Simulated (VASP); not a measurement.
The system is MgO2.

```
Mg O
1.0
     4.82861    0.00000    0.00000
     0.00000    4.82861    0.00000
     0.00000    0.00000    4.82861
Mg O
4 8
Direct
  0.00000 0.00000 0.00000
  0.50000 0.00000 0.50000
  0.50000 0.50000 0.00000
  0.00000 0.50000 0.50000
  0.58942 0.91058 0.08942
  0.91058 0.08942 0.58942
  0.08942 0.58942 0.91058
  0.41058 0.41058 0.41058
  0.58942 0.58942 0.58942
  0.91058 0.41058 0.08942
  0.08942 0.91058 0.41058
  0.41058 0.08942 0.91058
```

The cell is a database's computed one.

Base run:

- Program: VASP 6.6.1
- Functional: PBEsol
- Potentials or basis: VASP PAW PBE potentials, release 64 (Mg, O)
- Cutoff: 520 eV
- k mesh: 6 × 6 × 6
- Occupations: gaussian, width 0.02 eV
- Spin: no spin polarisation

Its results: band gap on the k mesh 3.85 eV, indirect (least direct gap 3.98 eV); electronic dielectric tensor (diagonal) 3.04.

Q: The run is repeated on the same cell with these changes: functional from PBEsol to LDA; potentials or basis from VASP PAW PBE potentials, release 64 (Mg, O) to VASP PAW LDA potentials, release 64 (Mg, O). What comes out?

A: Band gap on the k mesh 3.77 eV, indirect (least direct gap 3.90 eV); electronic dielectric tensor (diagonal) 3.05.

A k mesh can miss the band edges.
